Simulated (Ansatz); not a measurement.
Write the native input for Ansatz 0.2.0 that does the following.

* Task: relaxation of cell and atoms
* Functional: PBEsol
* Potentials or basis: Ansatz PAW
* Cutoff: 420 eV (not typed: the program's choice for these potentials)
* k mesh: 6 × 6 × 7
* Occupations: fermi-dirac, width 0.05 eV
* Spin: collinear spin, ferromagnetic start
* Starting moments: [0.0, 0.0, 0.0, 3.0, 3.0, 3.0] μB
* Target pressure: 10 GPa
* Target pressure (GPa): 10

Crystal: FeGe.

```xyz
6
Lattice="4.9976 0.0000 0.0000 -2.4988 4.3281 0.0000 0.0000 0.0000 4.1158" Properties=species:S:1:pos:R:3 pbc="T T T"
Ge    2.4988    1.4427    2.0579
Ge    0.0000    2.8854    2.0579
Ge    0.0000    0.0000    0.0000
Fe   -1.2494    2.1640    0.0000
Fe    1.2494    2.1640    0.0000
Fe    2.4988    0.0000    0.0000
```

The cell is a database's computed one.

One way to write it, as run:

input.yaml

```yaml
crystal:
  lattice:
    - [4.9976023358, 0.0, 0.0]
    - [-2.4988011679, 4.3280505808, 0.0]
    - [0.0, 0.0, 4.11576135]
  atoms:
    - { symbol: Ge, position: [0.6666666667, 0.3333333333, 0.5] }
    - { symbol: Ge, position: [0.3333333333, 0.6666666667, 0.5] }
    - { symbol: Ge, position: [0.0, 0.0, 0.0] }
    - { symbol: Fe, position: [0.0, 0.5, 0.0], spin: 3.0 }
    - { symbol: Fe, position: [0.5, 0.5, 0.0], spin: 3.0 }
    - { symbol: Fe, position: [0.5, 0.0, 0.0], spin: 3.0 }
hamiltonian:
  xc: pbesol
  pseudopotentials: { kind: paw }
magnetization:
  spin_polarized: true
kpoints:
  mp_grid: { grid: [6, 6, 7] }
scf:
  occupations: { method: fermi_dirac, width: 0.05 }
output:
  forces: true
  stress: true
  eigenvalues: true
  write_density: true
  write_potential: true
  elf: true
  volumetric_format: npy
relax:
  f_tol: 0.01
  max_steps: 40
  cell: { stress_tol: 0.05, p_target: 10.0 }
```

Potentials or basis: Ansatz PAW.

The run is started by

```console
$ ansatz run input.yaml --threads 2 --pin off --max-ram 5632MiB --backend cpu --events-out ev --progress --plain --runs-dir out
```

It gave:

```json
{
 "Relaxed volume": "13.07 Å³/atom",
 "Relaxed cell": "a = 4.824 Å, b = 4.824 Å, c = 3.891 Å, α = 90.00°, β = 90.00°, γ = 120.00°",
 "Space group after relaxing (to 0.05 Å)": "P6/mmm (No. 191)",
 "Energy change on relaxing (the enthalpy is what falls)": "-14.4 meV/atom",
 "Ionic steps": "5",
 "Pressure after relaxing": "10.0 GPa",
 "Band gap on the k mesh": "none (metal or under the smearing width)",
 "Net moment": "3.54 μB per cell",
 "Absolute moment": "4.02 μB per cell",
 "Site moments": "Ge -0.03, -0.05; Fe +1.23 μB"
}
```

Caveat: the plane-wave basis is chosen anew once the cell has moved, so the energies of steps on either side of that aren't comparable; the PAW data sets come from PBE, with cores solved anew for the run's functional, which leaves a small shift of forces and pressure.

It took 85 s on 2 threads of Arm Neoverse V1, on a shared host, peak memory 0.57 GiB.
